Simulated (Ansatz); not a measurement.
## Si$_{2}$W: course of a relaxation

All numbers below come from DFT PBEsol, scalar-relativistic, plane waves, PAW in Ansatz 0.2.0. Run with 420 eV cutoff, 12×12×6 k-mesh, Gaussian smearing of 0.10 eV, no spin polarisation.

What was changed: uniaxial strain along a, with b, c and atoms relaxed: -4.5 %.

Spin–orbit coupling is left out, which can shift energies with elements as heavy as these.

Command:

```bash
ansatz run input.yaml --threads 1 --pin off --max-ram 2560MiB --backend cpu --events-out ev --progress --plain --runs-dir out
```

Input:

```yaml
crystal:
  lattice:
    - [3.0583870818, 0.0, 0.0]
    - [0.0, 3.2385276822, 0.0]
    - [0.0, 0.0, 7.9036595195]
  atoms:
    - { symbol: Si, position: [0.0, 0.0, 0.3342265515] }
    - { symbol: Si, position: [0.5, 0.5, 0.1657734485] }
    - { symbol: Si, position: [0.5, 0.5, 0.8342265515] }
    - { symbol: Si, position: [0.0, 0.0, 0.6657734485] }
    - { symbol: W, position: [0.0, 0.0, 0.0] }
    - { symbol: W, position: [0.5, 0.5, 0.5] }
basis:
  ecutwfc: 420
kpoints:
  mp_grid: { grid: [12, 12, 6] }
hamiltonian:
  xc: pbesol
scf:
  occupations: { method: gaussian, width: 0.1 }
output:
  forces: true
  stress: true
  eigenvalues: true
relax:
  adjacent_minimum: "off"
  f_tol: 0.008
  max_steps: 40
  cell: { stress_tol: 0.015, fix: [a, angles] }
```

F is the free energy. Steps run on the plane waves of an earlier cell, but the last one, and at times one on the way, on a freshly chosen basis, so a repeated geometry can differ a little in energy. The held parts of the cell keep their stress, so P needn't end at zero.

Steps:

```
step F − F(1) (eV) largest force component (eV/Å) V (Å³/atom) P (GPa)
   1         0.0000                           0.004       13.047     5.59
   2        -0.0019                           0.005       13.009     6.45
   3        -0.0026                           0.005       13.010     6.38
   4        -0.0025                           0.005       13.010     6.38
```

Relaxed structure:

```xyz
6
Lattice="3.0584 0.0000 0.0000 0.0000 3.2436 0.0000 0.0000 0.0000 7.8688" Properties=species:S:1:pos:R:3 pbc="T T T"
Si    0.0000    0.0000    2.6296
Si    1.5292    1.6218    1.3048
Si    1.5292    1.6218    6.5640
Si    0.0000    0.0000    5.2392
W     0.0000    0.0000    0.0000
W     1.5292    1.6218    3.9344
```

Symmetry: Immm, No. 71, orthorhombic system. Conventional cell: a = 3.058 Å, b = 3.244 Å, c = 7.869 Å, α = 90.00°, β = 90.00°, γ = 90.00°. Si (site symmetry mm2) is surrounded by 5 W at 2.58 to 2.63 Å and 5 Si at 2.59 to 2.61 Å. W (site symmetry mmm) has 10 Si at 2.58 to 2.63 Å as nearest neighbours.

The run converged. The run took 41 s on 1 thread of Intel(R) Xeon(R) 6975P-C (Granite Rapids), on a shared host, peak memory 0.65 GiB.